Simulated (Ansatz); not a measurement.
# Sr: the cost of one run

Method: DFT PBE, scalar-relativistic, plane waves, PAW, in Ansatz 0.2.0.

1 further run of the same task is left out (set aside as unsound or not needed).

**1. The system as given**

It takes space group P6_3/mmc (No. 194, hexagonal). Conventional cell: a = 4.310 Å, b = 4.310 Å, c = 7.050 Å, α = 90.00°, β = 90.00°, γ = 120.00°. Around Sr (site symmetry -6m2) lie 12 Sr at 4.31 Å.

Coordinates:

```cif
data_structure
_symmetry_space_group_name_H-M 'P6_3/mmc'
_symmetry_Int_Tables_number 194
_cell_length_a 4.3100
_cell_length_b 4.3100
_cell_length_c 7.0500
_cell_angle_alpha 90.000
_cell_angle_beta 90.000
_cell_angle_gamma 120.000
_cell_volume 113.42
loop_
_atom_site_label
_atom_site_type_symbol
_atom_site_symmetry_multiplicity
_atom_site_Wyckoff_symbol
_atom_site_fract_x
_atom_site_fract_y
_atom_site_fract_z
_atom_site_occupancy
Sr1 Sr 2 c 0.33333 0.66667 0.25000 1
```

The structure comes from the Crystallography Open Database.

**2. A change within the space group**

What differs from the listed cell: strain xx, yy, zz, yz, xz, xy = -0.4, -0.4, -3.4, +0.0, +0.0, +0.0 %.

Input file input.yaml:

```yaml
crystal:
  lattice:
    - [4.2936222199, 0.0, 0.0]
    - [-2.14681111, 3.7183859166, 0.0]
    - [0.0, 0.0, 6.81171]
  atoms:
    - { symbol: Sr, position: [0.3333333333, 0.6666666667, 0.25] }
    - { symbol: Sr, position: [0.6666666667, 0.3333333333, 0.75] }
basis:
  ecutwfc: 420
kpoints:
  mp_grid: { grid: [12, 12, 6] }
hamiltonian:
  xc: pbe
scf:
  occupations: { method: gaussian, width: 0.1 }
output:
  forces: true
  stress: true
  eigenvalues: true
  populations: true
```

Started as:

```console
ansatz run input.yaml --threads 1 --pin off --max-ram 1331MiB --backend cpu --events-out ev --progress --plain --runs-dir out
```

What time and memory should one allow on 1 thread of an x86-64 CPU, shared host?

About 14 s, with a peak of 0.4 GiB.
